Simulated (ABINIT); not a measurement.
# Si2Mo (I4/mmm) in ABINIT: convergence with tolvrs

Aim: find how far tolvrs must go before the results for Si2Mo settle, at PBEsol. This setting moves, with any that are tied to it; all else stays.

Program: ABINIT 10.8.3 (patched build). These are calculated values, not measurements. Logs are shortened: lines on timing, memory, paths and dates and some standing lists are left out, and cuts for length are marked. The log counts tension as positive stress, the text compression.

## 1. Starting point

The structure is tetragonal, space group I4/mmm (No. 139). The conventional cell has a = 3.200 Å, b = 3.200 Å, c = 7.861 Å, α = 90.00°, β = 90.00°, γ = 90.00°. Around Mo (site symmetry 4/mmm) lie 10 Si at 2.62 Å. Around Si (site symmetry 4mm) lie 5 Si at 2.61 to 2.63 Å and 5 Mo at 2.62 Å.

## 2. With tolvrs 0.01

run.abi reads:

```
pp_dirpath "./"
pseudos "Mo.upf, Si.upf"

acell 3*1.0 Angstrom
rprim
    -1.6000000000     1.6000000000     3.9305000000
     1.6000000000    -1.6000000000     3.9305000000
     1.6000000000     1.6000000000    -3.9305000000
ntypat 2
znucl 42 14
natom 3
typat 1 2 2
xred
     0.0000000000     0.0000000000     0.0000000000
     0.6670000000     0.6670000000     0.0000000000
     0.3330000000     0.3330000000     0.0000000000

ecut 40.0

kptopt 1
ngkpt 10 10 10
nshiftk 1
shiftk 0.0 0.0 0.0

ixc -116133

nband 15
occopt 7
tsmear 0.1 eV

nstep 100
tolvrs 0.01

iomode 3
prtwf 0
prtden 0
prteig 0
prtebands 0
enunit 1
```

Potentials or basis: PseudoDojo NC SR PBEsol v0.4.1 standard.

The run is started by

```
abinit run.abi > log 2>&1
```

It took 2.2 min on 1 thread of Arm Neoverse V2, shared host; peak memory 0.17 GiB.

Results (log left out):

```yaml
Free_energy: -2144.4106 eV
Pressure: -2.7 GPa
Largest_force: 0.343 eV/Å
Band_gap_on_the_k_mesh: none (metal or under the smearing width)
Valence_electrons_inside_the_program's_atomic_spheres: Mo 10.59; Si 1.78
```

## 3. With tolvrs 0.001

Changes to run.abi since step 2:

```diff
@@ -31,3 +31,3 @@
 nstep 100
-tolvrs 0.01
+tolvrs 0.001
```

Potentials or basis: PseudoDojo NC SR PBEsol v0.4.1 standard.

The run is started by

```
abinit run.abi > log 2>&1
```

It took 2.2 min on 1 thread of Arm Neoverse V2, shared host; peak memory 0.17 GiB.

The run converged. Its results:

```
Free energy                                           : -2144.4106 eV
Pressure                                              : -2.7 GPa
Largest force                                         : 0.343 eV/Å
Band gap on the k mesh                                : none (metal or under the smearing width)
Valence electrons inside the program's atomic spheres : Mo 10.59; Si 1.78
```

## 4. With tolvrs 0.0001

Changes to run.abi since step 3:

```diff
@@ -31,3 +31,3 @@
 nstep 100
-tolvrs 0.001
+tolvrs 0.0001
```

The run is started by

```
abinit run.abi > log 2>&1
```

Wall time 2.2 min (1 thread of Arm Neoverse V2, shared host); peak memory 0.17 GiB.

Results (log left out):

```
Free energy                                           : -2144.4106 eV
Pressure                                              : -2.7 GPa
Largest force                                         : 0.343 eV/Å
Band gap on the k mesh                                : none (metal or under the smearing width)
Valence electrons inside the program's atomic spheres : Mo 10.59; Si 1.78
```

## 5. With tolvrs 1e-05

Changes to run.abi since step 4:

```diff
@@ -31,3 +31,3 @@
 nstep 100
-tolvrs 0.0001
+tolvrs 1.0e-5
```

The run is started by

```
abinit run.abi > log 2>&1
```

It took 2.5 min on 1 thread of Arm Neoverse V2, shared host; peak memory 0.17 GiB.

It converged, with:

```
Free energy                                           : -2144.4106 eV
Pressure                                              : -2.7 GPa
Largest force                                         : 0.343 eV/Å
Band gap on the k mesh                                : none (metal or under the smearing width)
Valence electrons inside the program's atomic spheres : Mo 10.59; Si 1.78
```

## 6. With tolvrs 1e-06

Changes to run.abi since step 5:

```diff
@@ -31,3 +31,3 @@
 nstep 100
-tolvrs 1.0e-5
+tolvrs 1.0e-6
```

Potentials or basis: PseudoDojo NC SR PBEsol v0.4.1 standard.

The run is started by

```
abinit run.abi > log 2>&1
```

Run time: 2.5 min. Hardware: 1 thread of Arm Neoverse V2, shared host; peak memory 0.17 GiB.

The run converged. Its results:

```yaml
Free_energy: -2144.4106 eV
Pressure: -2.7 GPa
Largest_force: 0.343 eV/Å
Band_gap_on_the_k_mesh: none (metal or under the smearing width)
Valence_electrons_inside_the_program's_atomic_spheres: Mo 10.59; Si 1.78
```

## 7. With tolvrs 1e-08

Changes to run.abi since step 6:

```diff
@@ -31,3 +31,3 @@
 nstep 100
-tolvrs 1.0e-6
+tolvrs 1.0e-8
```

The run is started by

```
abinit run.abi > log 2>&1
```

Run time: 3.1 min. Hardware: 1 thread of Arm Neoverse V2, shared host; peak memory 0.17 GiB.

The run converged. Its results:

```yaml
Free_energy: -2144.4106 eV
Pressure: -2.7 GPa
Largest_force: 0.343 eV/Å
Band_gap_on_the_k_mesh: none (metal or under the smearing width)
Valence_electrons_inside_the_program's_atomic_spheres: Mo 10.59; Si 1.78
```

## 8. With tolvrs 1e-10

Changes to run.abi since step 7:

```diff
@@ -31,3 +31,3 @@
 nstep 100
-tolvrs 1.0e-8
+tolvrs 1.0e-10
```

The run is started by

```
abinit run.abi > log 2>&1
```

Run time: 3.5 min. Hardware: 1 thread of Arm Neoverse V2, shared host; peak memory 0.17 GiB.

Results (log left out):

- Free energy: -2144.4106 eV
- Pressure: -2.7 GPa
- Largest force: 0.343 eV/Å
- Band gap on the k mesh: none (metal or under the smearing width)
- Valence electrons inside the program's atomic spheres: Mo 10.59; Si 1.78

## 9. With tolvrs 1e-13

Changes to run.abi since step 8:

```diff
@@ -31,3 +31,3 @@
 nstep 100
-tolvrs 1.0e-10
+tolvrs 1.0e-13
```

Potentials or basis: PseudoDojo NC SR PBEsol v0.4.1 standard.

The run is started by

```
abinit run.abi > log 2>&1
```

run.abo:

```text
.Version 10.8.3 of ABINIT
 Symmetries : space group I4/m m m (#139); Bravais tI (body-center tetrag.)
================================================================================
 Values of the parameters that define the memory need of the present run
     intxc =       0    ionmov =       0      iscf =       7    lmnmax =       6
     lnmax =       6     mgfft =      50  mpssoang =       3    mqgrid =    3001
     natom =       3  nloc_mem =       1    nspden =       1   nspinor =       1
    nsppol =       1      nsym =      16    n1xccc =    2501    ntypat =       2
    occopt =       7   xclevel =       2
       mpw =        3305          nfft =      125000          nkpt =         102
================================================================================
================================================================================

--------------------------------------------------------------------------------
------------- Echo of variables that govern the present computation ------------
--------------------------------------------------------------------------------
 -outvars: echo values of preprocessed input variables --------
            acell      1.8897261259E+00  1.8897261259E+00  1.8897261259E+00 Bohr
              amu      9.59400000E+01  2.80855000E+01
             ecut      4.00000000E+01 Hartree
           enunit           1
                       outvar_i_n : Printing only first  50 k-points.
              ixc     -116133
                       outvar_i_n : Printing only first  50 k-points.
         kptrlatt       10    0    0      0   10    0      0    0   10
          kptrlen      6.04712360E+01
            natom           3
            nband          15
            ngfft          50      50      50
             nkpt         102
            nstep         100
             nsym          16
           ntypat           2
                       prtocc : prtvol=0, do not print more k-points.
           occopt           7
           prtden           0
        prtebands           0
           prteig           0
            prtwf           0
            rprim     -1.6000000000E+00  1.6000000000E+00  3.9305000000E+00
                       1.6000000000E+00 -1.6000000000E+00  3.9305000000E+00
                       1.6000000000E+00  1.6000000000E+00 -3.9305000000E+00
          spgroup         139
           tolvrs      1.00000000E-13
           tsmear      3.67493222E-03 Hartree
            typat      1  2  2
                       outvars : Printing only first  50 k-points.
           xangst      0.0000000000E+00  0.0000000000E+00  0.0000000000E+00
                      -1.6010804650E-16  7.3892566348E-17  5.2432870000E+00
                      -2.4790727546E-17 -1.8252383232E-17  2.6177130000E+00
            xcart      0.0000000000E+00  0.0000000000E+00  0.0000000000E+00
                      -3.0256035843E-16  1.3963671314E-16  9.9083764295E+00
                      -4.6847685524E-17 -3.4492005453E-17  4.9467606462E+00
             xred      0.0000000000E+00  0.0000000000E+00  0.0000000000E+00
                       6.6700000000E-01  6.6700000000E-01 -2.6942337546E-17
                       3.3300000000E-01  3.3300000000E-01 -1.3450972118E-17
[... 101 lines left out ...]
    1        2.00000         10.59433736
    2        2.00000          1.77831494
    3        2.00000          1.77831494
================================================================================

 ----iterations are completed or convergence reached----

 Mean square residual over all n,k,spin=   14.496E-07; max=  58.835E-05
 reduced coordinates (array xred) for    3 atoms
       0.000000000000      0.000000000000      0.000000000000
       0.667000000000      0.667000000000     -0.000000000000
       0.333000000000      0.333000000000     -0.000000000000
 rms dE/dt=  4.0439E-02; max dE/dt=  4.9528E-02; dE/dt below (all hartree)
    1       0.000000000000      0.000000000000      0.000000000000
    2       0.049527581814      0.049527581814     -0.049527581814
    3      -0.049527581814     -0.049527581814      0.049527581814

 cartesian coordinates (angstrom) at end:
    1      0.00000000000000     0.00000000000000     0.00000000000000
    2     -0.00000000000000     0.00000000000000     5.24328700000000
    3     -0.00000000000000    -0.00000000000000     2.61771300000000

 cartesian forces (hartree/bohr) at end:
    1      0.00000000000000    -0.00000000000000     0.00000000000000
    2     -0.00000000000000    -0.00000000000000    -0.00666807469513
    3      0.00000000000000     0.00000000000000     0.00666807469513
 frms,max,avg= 3.1433606E-03 6.6680747E-03   0.000E+00  0.000E+00  0.000E+00 h/b

 cartesian forces (eV/Angstrom) at end:
    1      0.00000000000000    -0.00000000000000     0.00000000000000
    2     -0.00000000000000    -0.00000000000000    -0.34288618714265
    3      0.00000000000000     0.00000000000000     0.34288618714265
 frms,max,avg= 1.6163810E-01 3.4288619E-01   0.000E+00  0.000E+00  0.000E+00 e/A
 length scales=  1.889726125908  1.889726125908  1.889726125908 bohr
              =  1.000000000000  1.000000000000  1.000000000000 angstroms
 Fermi (or HOMO) energy (eV) =  12.79593   Average Vxc (eV)= -12.45103
 Eigenvalues (   eV  ) for nkpt= 102  k points:
 kpt#   1, nband= 15, wtk=  0.00100, kpt=  0.0000  0.0000  0.0000 (reduced coord)
 -47.83008  -22.02270  -21.91659  -21.91659   -0.63469    6.47071    9.36345    9.77160
  10.16584   10.16584   13.24762   15.90146   15.92316   16.46903   16.47019
 prteigrs : prtvol=0 or 1, do not print more k-points.

--- !EnergyTerms
iteration_state     : {dtset: 1, }
comment             : Components of total free energy in Hartree
kinetic             :  2.56693259662134E+01
hartree             :  1.50030447120102E+01
xc                  : -1.35160045089697E+01
Ewald energy        : -6.27502804158359E+01
psp_core            :  2.56598058105352E+00
local_psp           : -5.54935289169657E+01
non_local_psp       :  9.71591443709415E+00
internal            : -7.88055481454000E+01
'-kT*entropy'       : -8.70227423632889E-05
total_energy        : -7.88056351681423E+01
total_energy_eV     : -2.14441057692018E+03
band_energy         : -4.25301047525772E+00
...

 Cartesian components of stress tensor (hartree/bohr^3)
  sigma(1 1)=  7.50113486E-05  sigma(3 2)=  0.00000000E+00
  sigma(2 2)=  7.50113486E-05  sigma(3 1)=  0.00000000E+00
  sigma(3 3)=  1.23988837E-04  sigma(2 1)=  0.00000000E+00

-Cartesian components of stress tensor (GPa)         [Pressure= -2.6872E+00 GPa]
- sigma(1 1)=  2.20691007E+00  sigma(3 2)=  0.00000000E+00
- sigma(2 2)=  2.20691007E+00  sigma(3 1)=  0.00000000E+00
- sigma(3 3)=  3.64787752E+00  sigma(2 1)=  0.00000000E+00

== END DATASET(S) ==============================================================
================================================================================

 -outvars: echo values of variables after computation  --------
            acell      1.8897261259E+00  1.8897261259E+00  1.8897261259E+00 Bohr
           etotal     -7.8805635168E+01
            fcart      1.9575110446E-19 -3.8249005420E-19  2.8912057933E-19
                      -5.4944067067E-19 -1.1276818293E-18 -6.6680746951E-03
                       3.5368956621E-19  1.5101718835E-18  6.6680746951E-03
            rprim     -1.6000000000E+00  1.6000000000E+00  3.9305000000E+00
                       1.6000000000E+00 -1.6000000000E+00  3.9305000000E+00
                       1.6000000000E+00  1.6000000000E+00 -3.9305000000E+00
           strten      7.5011348637E-05  7.5011348637E-05  1.2398883677E-04
                       0.0000000000E+00  0.0000000000E+00  0.0000000000E+00
           xangst      0.0000000000E+00  0.0000000000E+00  0.0000000000E+00
                      -1.6010804650E-16  7.3892566348E-17  5.2432870000E+00
                      -2.4790727546E-17 -1.8252383232E-17  2.6177130000E+00
             xred      0.0000000000E+00  0.0000000000E+00  0.0000000000E+00
                       6.6700000000E-01  6.6700000000E-01 -2.6942337546E-17
                       3.3300000000E-01  3.3300000000E-01 -1.3450972118E-17
 Calculation completed.
```

Wall time 4 min (1 thread of Arm Neoverse V2, shared host); peak memory 0.17 GiB.

What came out:

```
Free energy                                           : -2144.4106 eV
Pressure                                              : -2.7 GPa
Largest force                                         : 0.343 eV/Å
Band gap on the k mesh                                : none (metal or under the smearing width)
Valence electrons inside the program's atomic spheres : Mo 10.59; Si 1.78
```

## 10. The series at a glance

```tsv
tolvrs	energy less the tightest run, at zero smearing (meV/atom)	SCF cycles	CPU time (s)	peak memory (GiB)
0.01	0.00	6	130	0.17
0.001	0.00	6	130	0.17
0.0001	0.00	6	130	0.17
1e-05	0.00	7	150	0.17
1e-06	0.00	7	150	0.17
1e-08	0.00	9	190	0.17
1e-10	0.00	10	210	0.17
1e-13	0.00	12	240	0.17
```

Against the tightest run, the energy stays within 1 meV/atom from 0.01 on. The tightest run that finished is the yardstick and may itself not be fully converged.
